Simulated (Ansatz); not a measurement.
**Al2O3 in Ansatz: the effect of functional**

Crystal: Al2O3.

```
Al O
1.0
     3.01748    0.00000    0.00000
    -1.50874    2.61322    0.00000
     0.00000    0.00000    7.57464
Al O
2 3
Direct
  0.00000 0.00000 0.72205
  0.00000 0.00000 0.27795
  0.00000 0.00000 0.50000
  0.66667 0.33333 0.80055
  0.33333 0.66667 0.19945
```

Measurements of this composition are mostly on another form, of space group No. 167.

Alike in all runs:

| Item | Value |
| --- | --- |
| Program | Ansatz 0.2.0 |
| Task | band structure |
| Potentials or basis | Ansatz PAW |
| k mesh | 7 × 7 × 3 |
| Occupations | fermi-dirac, width 0.05 eV |
| Spin | no spin polarisation |

```tsv
functional	cutoff	gap on the mesh (eV)	pressure (GPa)	largest force (eV/Å)
LDA	420 eV (not typed: the program's choice for these potentials)	2.20	-8.3	0.46
PBE	420 eV (not typed: the program's choice for these potentials)	?	?	?
PBEsol	420 eV (not typed: the program's choice for these potentials)	2.20	-3.7	0.18
RPBE	420 eV (not typed: the program's choice for these potentials)	2.43	3.0	0.10
revPBE	420 eV (not typed: the program's choice for these potentials)	2.40	2.2	0.11
BLYP	420 eV (not typed: the program's choice for these potentials)	2.48	1.3	0.16
r2SCAN	500 eV (not typed: the program's choice for these potentials)	2.96	-5.5	0.39
```

**Question.** What does the run with functional PBE give?

**Answer.** gap on the mesh 2.30 eV; pressure -0.5 GPa; largest force 0.12 eV/Å.

Caveats: the PAW data sets come from PBE, with cores solved anew for the run's functional, which leaves a small shift of forces and pressure (some runs).

